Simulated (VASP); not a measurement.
# A VASP study of PbF2 (PBEsol): structure first, properties next, part 5 of 8

How well does PBEsol reproduce what experiment finds for PbF2? The cell is relaxed first, and properties follow on it. The start is a cell from a database of measured crystal structures.

VASP 6.6.1; PBEsol; plane waves and PAW (Pb_d, F).

So far, gap on the k-mesh (eV): step 2 (full relaxation (PBEsol)) 4.22; step 6 (total and projected DOS (PBEsol)) 4.20; step 7 (volume scan with PBEsol, volume scale 0.94) 4.19; step 8 (volume scan with PBEsol, volume scale 0.96) 4.20.

The database entry behind the starting cell differs from later determinations by our own check (about 0.2 % short), so it need not match the best structure at ambient conditions.

## (9) Volume scan with PBEsol, volume scale 0.98

INCAR reads:

```
SYSTEM = PbF2
PREC = Accurate
ENCUT = 520
EDIFF = 1E-06
NELM = 100
ISMEAR = 0
SIGMA = 0.05
LREAL = .FALSE.
ALGO = Normal
GGA = PS
NBANDS = 69
LORBIT = 11
LWAVE = .FALSE.
LCHARG = .FALSE.
KPAR = 8
ISIF = 2
```

POSCAR reads:

```
PbF2
1.0
    6.3553650729      0.0000000000      0.0000000000
    0.0000000000      3.8329845808      0.0000000000
    0.0000000000      0.0000000000      7.5894939961
Pb F
4 8
Direct
    0.7438687810      0.7500000000      0.1052510228
    0.2561312190      0.2500000000      0.8947489772
    0.7561312190      0.2500000000      0.6052510228
    0.2438687810      0.7500000000      0.3947489772
    0.1407002138      0.7500000000      0.0670908324
    0.8592997862      0.2500000000      0.9329091676
    0.3592997862      0.2500000000      0.5670908324
    0.6407002138      0.7500000000      0.4329091676
    0.5239141385      0.7500000000      0.8474349737
    0.4760858615      0.2500000000      0.1525650263
    0.9760858615      0.2500000000      0.3474349737
    0.0239141385      0.7500000000      0.6525650263
```

KPOINTS reads:

```
Automatic mesh
0
Gamma
4 7 4
0 0 0
```

The projector-augmented-wave data sets are Pb_d and F (PBE family, release 64).

Run with:

```console
> mpirun -np 8 vasp_std
```

The log of the run:

```text
[... set-up lines as in an earlier step ...]
 entering main loop
       N       E                     dE             d eps       ncg     rms          rms(c)
DAV:   1     0.174733992609E+04    0.17473E+04   -0.54318E+04  4968   0.198E+03
DAV:   2     0.264509885439E+03   -0.14828E+04   -0.13975E+04  5336   0.580E+02
DAV:   3    -0.427839751092E+02   -0.30729E+03   -0.29164E+03  5760   0.276E+02
DAV:   4    -0.649470744128E+02   -0.22163E+02   -0.21836E+02  6336   0.789E+01
[...]
DAV:  11    -0.595625425267E+02   -0.57774E-04   -0.18290E-04  7328   0.967E-02    0.324E-02
DAV:  12    -0.595625587501E+02   -0.16223E-04   -0.84797E-05  6141   0.517E-02    0.960E-03
DAV:  13    -0.595625596269E+02   -0.87683E-06   -0.73601E-06  5854   0.225E-02
   1 F= -.59562560E+02 E0= -.59562560E+02  d E =-.739569E-16
```

It took 47 s on 8 MPI ranks of Intel Xeon 6975P-C (Granite Rapids), shared host; peak memory 4.1 GiB; 6.2 min of CPU time.

OUTCAR, selected parts (step 9):

```text
  Total        1.9348226      2.0021245      2.0993525      0.0000000      0.0000000      0.0000000
  in kB       16.7672310     17.3504708     18.1930518      0.0000000      0.0000000      0.0000000
  external PRESSURE =      17.4369178 kB  Pullay stress =       0.0000000 kB

 POSITION                                       TOTAL-FORCE (eV/Angst)
 -----------------------------------------------------------------------------------
      4.72756      2.87474      0.79880         0.020831      0.000000      0.083471
      1.62781      0.95825      6.79069        -0.020831      0.000000     -0.083471
      4.80549      0.95825      4.59355        -0.020831      0.000000      0.083471
      1.54988      2.87474      2.99594         0.020831      0.000000     -0.083471
      0.89420      2.87474      0.50919        -0.000885      0.000000      0.017343
      5.46116      0.95825      7.08031         0.000885      0.000000     -0.017343
      2.28348      0.95825      4.30393         0.000885      0.000000      0.017343
      4.07188      2.87474      3.28556        -0.000885     -0.000000     -0.017343
      3.32967      2.87474      6.43160         0.010195     -0.000000     -0.075825
      3.02570      0.95825      1.15789        -0.010195     -0.000000      0.075825
      6.20338      0.95825      2.63686        -0.010195     -0.000000     -0.075825
      0.15198      2.87474      4.95264         0.010195      0.000000      0.075825
 -----------------------------------------------------------------------------------
    total drift:                                0.000000      0.000000     -0.000000

  FREE ENERGIE OF THE ION-ELECTRON SYSTEM (eV)
  ---------------------------------------------------
  free  energy   TOTEN  =       -59.5625596269 eV

  energy  without entropy=      -59.5625596269  energy(sigma->0) =      -59.56255963

[... 1 part as in an earlier step ...]

[... 2 further parts left out ...]
[key lines of the parts left out:]
E-fermi :   3.2632
```

The pressure falls from 3.74 to 1.74 GPa.

The run ends at a pressure of 1.74 GPa, with forces up to 0.086 eV/Å.

## (10) Volume scan with PBEsol, volume scale 1

INCAR is that of step 9.

Edit POSCAR of step 9 so:

```diff
@@ -2,5 +2,5 @@
 1.0
-    6.3553650729      0.0000000000      0.0000000000
-    0.0000000000      3.8329845808      0.0000000000
-    0.0000000000      0.0000000000      7.5894939961
+    6.3983080314      0.0000000000      0.0000000000
+    0.0000000000      3.8588839109      0.0000000000
+    0.0000000000      0.0000000000      7.6407759165
 Pb F
```

KPOINTS is that of step 9.

Run with:

```console
> mpirun -np 8 vasp_std
```

The log of the run:

```text
[... set-up lines as in an earlier step ...]
 entering main loop
       N       E                     dE             d eps       ncg     rms          rms(c)
[... 13 cycles as in an earlier step ...]
   1 F= -.59591480E+02 E0= -.59591480E+02  d E =-.544308E-20
```

Wall time 56 s (8 MPI ranks); peak memory 4.2 GiB; 7.2 min of CPU time.

OUTCAR, selected parts (step 10):

```text
[... 6 parts as in an earlier step ...]

[... 1 further part left out ...]
[key lines of the parts left out:]
E-fermi :   3.0353
```

The pressure falls from 1.74 to -0.01 GPa.

The run ends at a pressure of -0.01 GPa, with forces up to 0.0090 eV/Å.

## (11) Volume scan with PBEsol, volume scale 1.02

INCAR is that of step 10.

Edit POSCAR of step 10 so:

```diff
@@ -2,5 +2,5 @@
 1.0
-    6.3983080314      0.0000000000      0.0000000000
-    0.0000000000      3.8588839109      0.0000000000
-    0.0000000000      0.0000000000      7.6407759165
+    6.4406821672      0.0000000000      0.0000000000
+    0.0000000000      3.8844401783      0.0000000000
+    0.0000000000      0.0000000000      7.6913785562
 Pb F
```

KPOINTS is that of step 10.

Run with:

```console
> mpirun -np 8 vasp_std
```

The log of the run:

```text
[... set-up lines as in an earlier step ...]
 entering main loop
       N       E                     dE             d eps       ncg     rms          rms(c)
DAV:   1     0.173546238105E+04    0.17355E+04   -0.53826E+04  4968   0.196E+03
DAV:   2     0.263868359103E+03   -0.14716E+04   -0.13876E+04  5341   0.572E+02
DAV:   3    -0.433557491924E+02   -0.30722E+03   -0.29200E+03  5813   0.275E+02
DAV:   4    -0.652813426994E+02   -0.21926E+02   -0.21616E+02  6307   0.779E+01
[...]
DAV:  11    -0.595805457398E+02   -0.51580E-04   -0.22917E-04  7003   0.105E-01    0.271E-02
DAV:  12    -0.595805708673E+02   -0.25128E-04   -0.75940E-05  5880   0.454E-02    0.985E-03
DAV:  13    -0.595805712140E+02   -0.34666E-06   -0.69845E-06  5982   0.223E-02
   1 F= -.59580571E+02 E0= -.59580571E+02  d E =-.354598E-12
```

Elapsed: 50 s, on 8 MPI ranks; peak memory 4.2 GiB; 6.5 min of CPU time.

OUTCAR, selected parts (step 11):

```text
  Total       -1.8740144     -1.9527476     -1.8716853      0.0000000      0.0000000      0.0000000
  in kB      -15.6033920    -16.2589387    -15.5839990      0.0000000      0.0000000      0.0000000
  external PRESSURE =     -15.8154432 kB  Pullay stress =       0.0000000 kB

 POSITION                                       TOTAL-FORCE (eV/Angst)
 -----------------------------------------------------------------------------------
      4.79102      2.91333      0.80953        -0.017593     -0.000000     -0.077649
      1.64966      0.97111      6.88185         0.017593      0.000000      0.077649
      4.87000      0.97111      4.65521         0.017593      0.000000     -0.077649
      1.57068      2.91333      3.03616        -0.017593      0.000000      0.077649
      0.90621      2.91333      0.51602         0.002587      0.000000     -0.018058
      5.53448      0.97111      7.17536        -0.002587     -0.000000      0.018058
      2.31414      0.97111      4.36171        -0.002587     -0.000000     -0.018058
      4.12655      2.91333      3.32967         0.002587     -0.000000      0.018058
      3.37436      2.91333      6.51794        -0.010321     -0.000000      0.052401
      3.06632      0.97111      1.17344         0.010321      0.000000     -0.052401
      6.28666      0.97111      2.67225         0.010321      0.000000      0.052401
      0.15402      2.91333      5.01912        -0.010321      0.000000     -0.052401
 -----------------------------------------------------------------------------------
    total drift:                                0.000000      0.000000     -0.000000

  FREE ENERGIE OF THE ION-ELECTRON SYSTEM (eV)
  ---------------------------------------------------
  free  energy   TOTEN  =       -59.5805712140 eV

  energy  without entropy=      -59.5805712140  energy(sigma->0) =      -59.58057121

[... 1 part as in an earlier step ...]

[... 2 further parts left out ...]
[key lines of the parts left out:]
E-fermi :   2.6977
```

The pressure falls from -0.01 to -1.58 GPa.

The run ends at a pressure of -1.58 GPa, with forces up to 0.080 eV/Å.

## (12) Volume scan with PBEsol, volume scale 1.04

INCAR is that of step 11.

Edit POSCAR of step 11 so:

```diff
@@ -2,5 +2,5 @@
 1.0
-    6.4406821672      0.0000000000      0.0000000000
-    0.0000000000      3.8844401783      0.0000000000
-    0.0000000000      0.0000000000      7.6913785562
+    6.4825059506      0.0000000000      0.0000000000
+    0.0000000000      3.9096645226      0.0000000000
+    0.0000000000      0.0000000000      7.7413239723
 Pb F
```

KPOINTS is that of step 11.

Run with:

```console
> mpirun -np 8 vasp_std
```

The log of the run:

```text
[... set-up lines as in an earlier step ...]
 entering main loop
       N       E                     dE             d eps       ncg     rms          rms(c)
DAV:   1     0.172001034252E+04    0.17200E+04   -0.54065E+04  4968   0.194E+03
DAV:   2     0.256695500972E+03   -0.14633E+04   -0.13817E+04  5344   0.570E+02
DAV:   3    -0.431206118231E+02   -0.29982E+03   -0.28499E+03  5787   0.271E+02
DAV:   4    -0.653884917909E+02   -0.22268E+02   -0.21944E+02  6312   0.777E+01
[...]
DAV:  13    -0.595345409523E+02    0.14697E-06   -0.11720E-05  6266   0.263E-02    0.603E-03
DAV:  14    -0.595345399325E+02    0.10198E-05   -0.21430E-06  3753   0.117E-02    0.253E-03
DAV:  15    -0.595345397047E+02    0.22776E-06   -0.12384E-06  3053   0.763E-03
   1 F= -.59534540E+02 E0= -.59534540E+02  d E =-.345029E-15
```

Run time: 66 s. Hardware: 8 MPI ranks; peak memory 4.3 GiB; 8.6 min of CPU time.

Parts of OUTCAR (step 12):

```text
  Total       -3.6004777     -3.7416433     -3.6710117     -0.0000000      0.0000000      0.0000000
  in kB      -29.4017409    -30.5545087    -29.9777266     -0.0000000      0.0000000      0.0000000
  external PRESSURE =     -29.9779921 kB  Pullay stress =       0.0000000 kB

 POSITION                                       TOTAL-FORCE (eV/Angst)
 -----------------------------------------------------------------------------------
      4.82213      2.93225      0.81478        -0.034652      0.000000     -0.150291
      1.66037      0.97742      6.92654         0.034652     -0.000000      0.150291
      4.90163      0.97742      4.68544         0.034652      0.000000     -0.150291
      1.58088      2.93225      3.05588        -0.034652      0.000000      0.150291
      0.91209      2.93225      0.51937         0.004199      0.000000     -0.033735
      5.57042      0.97742      7.22195        -0.004199      0.000000      0.033735
      2.32916      0.97742      4.39003        -0.004199      0.000000     -0.033735
      4.15334      2.93225      3.35129         0.004199     -0.000000      0.033735
      3.39628      2.93225      6.56027        -0.019573      0.000000      0.109154
      3.08623      0.97742      1.18106         0.019573     -0.000000     -0.109154
      6.32748      0.97742      2.68961         0.019573      0.000000      0.109154
      0.15502      2.93225      5.05172        -0.019573     -0.000000     -0.109154
 -----------------------------------------------------------------------------------
    total drift:                                0.000000      0.000000     -0.000000

  FREE ENERGIE OF THE ION-ELECTRON SYSTEM (eV)
  ---------------------------------------------------
  free  energy   TOTEN  =       -59.5345397047 eV

  energy  without entropy=      -59.5345397047  energy(sigma->0) =      -59.53453970

[... 1 part as in an earlier step ...]

[... 2 further parts left out ...]
[key lines of the parts left out:]
E-fermi :   2.4897
```

The pressure falls from -1.58 to -3.00 GPa.

The run ends at a pressure of -3.00 GPa, with forces up to 0.15 eV/Å.

## (13) Volume scan with PBEsol, volume scale 1.06

A prediction first. A parabola through the 6 pressures of evenly scaled cells so far, P = -0.02 -83.8 t +209 t² GPa with t = ln(V/V₁) and V₁ the volume at scale 1, gives -4.19 GPa at t = +0.0583.

INCAR is that of step 12.

Edit POSCAR of step 12 so:

```diff
@@ -2,5 +2,5 @@
 1.0
-    6.4825059506      0.0000000000      0.0000000000
-    0.0000000000      3.9096645226      0.0000000000
-    0.0000000000      0.0000000000      7.7413239723
+    6.5237969106      0.0000000000      0.0000000000
+    0.0000000000      3.9345675158      0.0000000000
+    0.0000000000      0.0000000000      7.7906330977
 Pb F
```

KPOINTS is that of step 12.

Run with:

```console
> mpirun -np 8 vasp_std
```

The log of the run:

```text
[... set-up lines as in an earlier step ...]
 entering main loop
       N       E                     dE             d eps       ncg     rms          rms(c)
DAV:   1     0.171009724117E+04    0.17101E+04   -0.54215E+04  4968   0.193E+03
DAV:   2     0.256165986904E+03   -0.14539E+04   -0.13714E+04  5312   0.563E+02
DAV:   3    -0.439849169854E+02   -0.30015E+03   -0.28571E+03  5862   0.271E+02
DAV:   4    -0.654824695442E+02   -0.21498E+02   -0.21205E+02  6296   0.767E+01
[...]
DAV:  12    -0.594572887261E+02   -0.30660E-04   -0.84758E-05  5992   0.449E-02    0.103E-02
DAV:  13    -0.594572881417E+02    0.58437E-06   -0.12730E-05  6683   0.274E-02    0.551E-03
DAV:  14    -0.594572873348E+02    0.80689E-06   -0.19518E-06  3711   0.115E-02
   1 F= -.59457287E+02 E0= -.59457287E+02  d E =-.558422E-18
```

The job ended after 69 s (8 MPI ranks; peak memory 4.3 GiB).

OUTCAR, selected parts (step 13):

```text
  Total       -5.1783948     -5.3781446     -5.3222233      0.0000000      0.0000000      0.0000000
  in kB      -41.4892473    -43.0896404    -42.6415992      0.0000000      0.0000000      0.0000000
  external PRESSURE =     -42.4068290 kB  Pullay stress =       0.0000000 kB

 POSITION                                       TOTAL-FORCE (eV/Angst)
 -----------------------------------------------------------------------------------
      4.85285      2.95093      0.81997        -0.050432      0.000000     -0.216995
      1.67095      0.98364      6.97066         0.050432     -0.000000      0.216995
      4.93285      0.98364      4.71529         0.050432      0.000000     -0.216995
      1.59095      2.95093      3.07534        -0.050432      0.000000      0.216995
      0.91790      2.95093      0.52268         0.005929     -0.000000     -0.048534
      5.60590      0.98364      7.26795        -0.005929      0.000000      0.048534
      2.34400      0.98364      4.41800        -0.005929     -0.000000     -0.048534
      4.17980      2.95093      3.37264         0.005929      0.000000      0.048534
      3.41791      2.95093      6.60205        -0.027424      0.000000      0.161982
      3.10589      0.98364      1.18858         0.027424      0.000000     -0.161982
      6.36779      0.98364      2.70674         0.027424      0.000000      0.161982
      0.15601      2.95093      5.08389        -0.027424     -0.000000     -0.161982
 -----------------------------------------------------------------------------------
    total drift:                               -0.000000      0.000000      0.000000

  FREE ENERGIE OF THE ION-ELECTRON SYSTEM (eV)
  ---------------------------------------------------
  free  energy   TOTEN  =       -59.4572873348 eV

  energy  without entropy=      -59.4572873348  energy(sigma->0) =      -59.45728733

[... 1 part as in an earlier step ...]

[... 2 further parts left out ...]
[key lines of the parts left out:]
E-fermi :   2.2869
```

The pressure falls from -3.00 to -4.24 GPa. The parabola predicted -4.19 GPa, +0.05 GPa off.

## (14) Side by side

Times are for 8 MPI ranks of Intel Xeon 6975P-C (Granite Rapids), shared host. Results by setting:

```
no.  volume scale  energy above the lowest point (meV/atom)  pressure (GPa)  gap on the k-mesh (eV)  time  memory (GiB)
  1          0.94                                     18.73           5.972                   4.192  55 s           3.9
  2          0.96                                       8.5           3.738                   4.205  57 s           4.0
  3          0.98                                      2.41           1.744                   4.215  47 s           4.1
  4             1                                         0        -0.01137                   4.222  56 s           4.2
  5          1.02                                      0.91          -1.582                   4.227  50 s           4.2
  6          1.04                                      4.75          -2.998                   4.230  66 s           4.3
  7          1.06                                     11.18          -4.241                   4.231  69 s           4.3
```

## (15) Fit for PBEsol

This step: Birch-Murnaghan fit, PBEsol; plane waves and PAW (VASP 6.6.1).

This step runs nothing: it gathers the runs above.

This step gave:

| Quantity | Value |
| --- | --- |
| pressure derivative of the bulk modulus | 4.783 |
| r.m.s. error of the fit | 5.13e-6 eV/atom |
| minimum inside the sampled range | yes |
| bulk modulus | 82.12 GPa |
| equilibrium volume of the fit | 15.79 Å³/atom |

The energy above the fitted minimum by volume:

```
volume (Å³/atom)  energy above the fitted minimum (eV/atom)
          14.778                                     0.0188
          15.092                                    0.00856
          15.407                                    0.00247
          15.721                                     6.2e-5
          16.035                                     9.7e-4
          16.350                                    0.00481
          16.664                                     0.0112
```

The fitted volume lies +0.42 % from the relaxed one. At a finite cutoff and mesh the minimum of the energy and the zero of the stress don't quite coincide, and the relaxation stops at a threshold. The atoms bear forces along the scan, since they were held; freeing them would lower the modulus.

(Part 5 of 8 ends here.)

[Lines on the potential files, build, host, timing and source positions are cut from VASP's logs without a mark.]

[Logs are printed without paths, hosts, clocks, repeated set-up lines and the standing remarks that a program may print on its own settings, such as how far it seeks lower states.]

[Hosts, paths, dates, database ids (printed as entryN), source tags and the programs' standing remarks are cut or masked in the printed files.]

[Measured values are set beside computed ones only where the two were judged alike; some that the calculation misses by far are left out.]

[In band tables of VASP the shares of atoms and orbitals are scaled to a sum of 1 inside the atoms' spheres.]
